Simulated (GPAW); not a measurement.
Runs of GPAW 26.7.0 on ZnO (zincite). It takes space group P6_3mc (No. 186, hexagonal). The conventional cell has a = 3.249 Å, b = 3.249 Å, c = 5.206 Å, α = 90.00°, β = 90.00°, γ = 120.00°. Zn (site symmetry 3m) has 4 O at 1.97 to 1.98 Å as nearest neighbours. O (site symmetry 3m) is surrounded by 4 Zn at 1.97 to 1.98 Å. 

| task | level | potentials or basis | cell | k mesh | cutoff (eV) | smearing | band path | band points | optimizer | fmax | max steps | gap on the mesh (eV) | pressure (GPa) | relaxed volume (Å³/atom) | largest force (eV/Å) |
| --- | --- | --- | --- | --- | --- | --- | --- | --- | --- | --- | --- | --- | --- | --- | --- |
| band structure | BEEF-vdW | GPAW PAW data sets (gpaw-data 1.2.1), pw | as given | 6 × 6 × 3 | 800 | fermi-dirac 0.05 eV | GMKGALHA,LM,KH | 100 | - | - | - | 1.07 | - | - | 0.09 |
| relaxation of cell and atoms | RPBE | the program's PAW data sets (release 1.2.1) made for this functional, pw | relaxed | 6 × 6 × 3 | 800 | fermi-dirac 0.05 eV | - | - | LBFGS | 0.05 eV/Å | 40 | 0.79 | 0.0 | (b) | 0.04 |
| relaxation of cell and atoms | MS2 | GPAW PAW data sets (gpaw-data 1.2.1), pw | relaxed | 6 × 6 × 3 | 800 | fermi-dirac 0.05 eV | - | - | BFGS | 0.05 eV/Å | 40 | 0.73 | 0.0 | 11.90 | - |
| Born charges | PBE | GPAW PAW data sets (gpaw-data 1.2.1), pw | atoms relaxed | 6 × 6 × 3 | 680 | fermi-dirac 0.01 eV | - | - | - | - | - | 0.79 | 4.0 | - | - |
| relaxation of cell and atoms | RPBE+D4 | the program's PAW data sets (release 1.2.1) made for this functional, pw | relaxed | 6 × 6 × 3 | 800 | fermi-dirac 0.05 eV | - | - | FIRE | 0.05 eV/Å | 60 | 0.86 | 0.1 | 12.15 | 0.04 |
| band structure | TASK | GPAW PAW data sets (gpaw-data 1.2.1), pw | as given | 6 × 6 × 3 | 800 | fermi-dirac 0.05 eV | GMKGALHA,LM,KH | 60 | - | - | - | 2.06 | 7.7 | - | 0.09 |
| band structure | optPBE-vdW | GPAW PAW data sets (gpaw-data 1.2.1), pw | as given | 6 × 6 × 3 | 800 | fermi-dirac 0.05 eV | GMKGALHA,LM,KH | 80 | - | - | - | 0.99 | - | - | (a) |
| single point | PBE | GPAW PAW data sets (gpaw-data 1.2.1), pw | as given | 9 × 9 × 5 | 800 | fermi-dirac 0.05 eV | - | - | - | - | - | 0.80 | (c) | - | (d) |

Alike in all rows: no spin polarisation.

Fill in the values left out.

(a) 0.08; (b) 12.85; (c) 5.1; (d) 0.07.

Caveats: an odd mesh through Γ misses points on the zone boundary, where band edges often lie (some runs); the PAW data sets were made with another functional, which shifts forces and pressure a little (some runs); later steps reuse the first step's grids (some runs); the cell is more than 3 GPa from zero pressure, which shifts response properties (some runs); the cutoff is short for stress and forces, so pressures can be off by a GPa or more (some runs); the LO-TO splitting is left out (some runs).

Not every run made on this cell is shown here.
